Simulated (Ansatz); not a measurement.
GeO₂:
```cif
data_Ge3O6
_chemical_formula_sum 'Ge3 O6'
_space_group_name_H-M_alt 'P3121'
_space_group_IT_number 152
_space_group_name_Hall 'P 31 2"'
_cell_length_a 4.98968
_cell_length_b 4.98968
_cell_length_c 5.69160
_cell_angle_alpha 90.000
_cell_angle_beta 90.000
_cell_angle_gamma 120.000
loop_
_atom_site_label
_atom_site_type_symbol
_atom_site_symmetry_multiplicity
_atom_site_Wyckoff_symbol
_atom_site_fract_x
_atom_site_fract_y
_atom_site_fract_z
_atom_site_occupancy
Ge1 Ge 3 a 0.54888 0.54888 0.00000 1
O1 O 6 c 0.39415 0.30479 0.24570 1
```

Relaxed with PBEsol.

Problem. Decompose the optical modes at the zone centre into irreducible representations, and say which are infrared and Raman allowed.

Solution. Point group 32: Γ_opt = 4A1 + 4A2 + 8E. Infrared: A2, E. Raman: A1, E.

Problem. Assign frequencies (DFPT, the program Ansatz at the PBEsol level (PAW); without the LO–TO term).

Solution. E 115, A1 156, E 196, A2 220, E 232, A1 238, E 300, A2 318, A1 427, E 498, A2 514, E 561, E 803, A2 821, A1 827, E 902 cm⁻¹.

Space group P3_121. The PBEsol relaxation kept the symmetry of its start; of distortions, only those at the zone centre were tested.

Potentials: the later of the program's two PAW sets.
